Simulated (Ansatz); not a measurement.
# Si, space group I4/mmm: an equation of state with a fit

Computed with Ansatz's Python interface.

The cells in order, each with its output:

In [1]:
```python
import warnings

import ansatz as az
import numpy as np
from scipy.optimize import curve_fit
```

In [2]:
```python
VECTORS = np.array([
    [-3.325444, 3.325444, 1.922386],
    [3.325444, -3.325444, 1.922386],
    [3.325444, 3.325444, -1.922386],
])
SITES = [
    ("Si", (0.178801, 0.178801, 0.357602)),
    ("Si", (0.821199, 0.821199, 0.642398)),
    ("Si", (0.178801, 0.821199, 0.0)),
    ("Si", (0.821199, 0.178801, 0.0)),
]
```

In [3]:
```python
def crystal_on(cell):
    crystal = az.Crystal(lattice=az.Lattice.of(cell))
    for symbol, position in SITES:
        crystal = crystal.atom(symbol, position)
    return crystal
```

In [4]:
```python
def vinet(v, e0, v0, b0, b1):
    eta = (v / v0) ** (1 / 3)
    return e0 + 2 * b0 * v0 / (b1 - 1) ** 2 * (2 - (5 + 3 * b1 * (eta - 1) - 3 * eta) * np.exp(-1.5 * (b1 - 1) * (eta - 1)))
```

In [5]:
```python
warnings.simplefilter("ignore", az.DeckWarning)
```

In [6]:
```python
# uniform scaling of the cell
volumes, energies, pressures = [], [], []
for scale in np.linspace(0.94, 1.06, 7):
    cell = VECTORS * scale ** (1 / 3)
    model = (
        crystal_on(cell).calculation()
        .functional(az.Functional.PBE)
        .pseudopotentials("paw")
        .basis(470)
        .occupations("cold", width=0.1)
        .kpoints(7, 7, 7)
        .stress()
    )
    report = model.run(threads=1).report
    volumes.append(abs(np.linalg.det(cell)) / len(SITES))
    energies.append(report["free_energy_ev"] / len(SITES))
    pressures.append(np.trace(report["stress_gpa"]) / 3)
    print(f"V = {volumes[-1]:8.4f} A^3/atom  F = {energies[-1]:.5f} eV/atom  P = {pressures[-1]:8.3f} GPa")

guess = (min(energies), volumes[int(np.argmin(energies))], 0.5, 4.5)
(e0, v0, b0, b1), _ = curve_fit(vinet, np.array(volumes), np.array(energies), p0=guess, maxfev=20000)
print(f"Vinet fit: V0 = {v0:.4f} A^3/atom, B0 = {160.21766 * b0:.1f} GPa, B1 = {b1:.2f}")
print("largest residual", round(1000 * float(np.abs(vinet(np.array(volumes), e0, v0, b0, b1) - energies).max()), 3), "meV/atom")
```
```text
RunWarning: on these k-points the computed levels leave a gap of 0.2363 eV at the electron count, 2.4 widths of the cold smearing (0.1000 eV); against the step filling of these same bands (every level under the gap full, every level over it empty) smearing changes F+E_penalty+E_count by +0.211 meV and its σ→0 estimate by +0.099 meV; at least one of the two is larger in size than the energy [...]
V =  19.9833 A^3/atom  F = -635.67282 eV/atom  P =    7.563 GPa
V =  20.4085 A^3/atom  F = -635.68986 eV/atom  P =    5.284 GPa
V =  20.8337 A^3/atom  F = -635.70111 eV/atom  P =    3.229 GPa
V =  21.2589 A^3/atom  F = -635.70718 eV/atom  P =    1.377 GPa
V =  21.6840 A^3/atom  F = -635.70859 eV/atom  P =   -0.292 GPa
V =  22.1092 A^3/atom  F = -635.70579 eV/atom  P =   -1.794 GPa
V =  22.5344 A^3/atom  F = -635.69920 eV/atom  P =   -3.146 GPa
Vinet fit: V0 = 21.6061 A^3/atom, B0 = 82.0 GPa, B1 = 4.39
largest residual 0.01 meV/atom
```

A third-order Birch-Murnaghan fit through the 7 points (the script's own form differs a little) has its minimum at 21.61 Å³ an atom, 1.6 % above the typed cell, with a bulk modulus of 82 GPa and dB/dP = 4.4. From that minimum the energy rises by 35.8 meV an atom on the compressed side and 9.5 meV on the expanded side.

Reading the output:
- Total energies depend on the potentials; only differences at equal settings carry meaning.
- Shape and fractional positions are held along the curve, so the bulk modulus is an upper value where they are free to relax.
- Cold and Methfessel-Paxton smearing aren't meant for a gap as narrow as their width.
- Pressure is positive in compression.
- This isn't the structure that Si takes at ambient conditions.
- Warnings are shown shortened and without file and line.
- The script silences the warnings on its input, which a real study should read.
- Wall time of the script: 30 s on 1 thread of Arm Neoverse V1 (shared host), peak memory 0.41 GiB.
